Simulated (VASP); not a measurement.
**La: band structure with PW91+ULG**

Crystal: La.

```
La
1.0
    -2.12383    2.12383    2.12383
     2.12383   -2.12383    2.12383
     2.12383    2.12383   -2.12383
La
1
Direct
  0.00000 0.00000 0.00000
```

This isn't the form of La at room conditions, which is double hcp.

* Program: VASP 6.6.1
* Task: band structure
* Functional: PW91
* Dispersion: ULG
* Potentials or basis: VASP PAW PBE potentials, release 64 (La_GW)
* Cutoff: 600 eV
* k mesh: 9 × 9 × 9
* Occupations: fermi-dirac, width 0.1 eV
* Spin: no spin polarisation
* Further INCAR settings: ALGO = Normal; EDIFF = 1e-06; NBANDS = 12

| Property | Result |
| --- | --- |
| Pressure | -0.7 GPa |
| Band gap along the path | none (metal or under the smearing width) |
| Dispersion energy per atom | -0.004 eV |

Levels at the corners of the path, in eV from the Fermi level:
```
point  band 3  band 4  band 5  band 6  band 7  band 8
    Γ  -15.91  -15.91   -3.19    1.31    1.31    1.31
    H  -16.77  -16.77   -1.80   -1.80    1.43    1.58
    H  -16.77  -16.77   -1.80   -1.80    1.43    1.58
    N  -16.31  -15.93   -1.76   -0.17    1.31    1.40
    N  -16.31  -15.93   -1.76   -0.17    1.31    1.40
    Γ  -15.91  -15.91   -3.19    1.31    1.31    1.31
    Γ  -15.91  -15.91   -3.19    1.31    1.31    1.31
    P  -16.57  -16.57    0.41    0.41    0.41    1.56
    P  -16.57  -16.57    0.41    0.41    0.41    1.56
    H  -16.77  -16.77   -1.80   -1.80    1.43    1.58
    P  -16.57  -16.57    0.41    0.41    0.41    1.56
    N  -16.31  -15.93   -1.76   -0.17    1.31    1.40
```

Run time: 26 s on 1 thread of AMD EPYC 9R45 96-Core Processor (Zen 5), with other jobs on the host, peak memory 0.16 GiB.

Caveat: atom-pairwise D2, TS and ULG terms overbind metals; the PAW data sets were made with another functional, which shifts forces and pressure a little; spin-orbit coupling is left out, which moves the levels of the heavy elements; pairwise dispersion overbinds metals, which lowers pressure and volume.
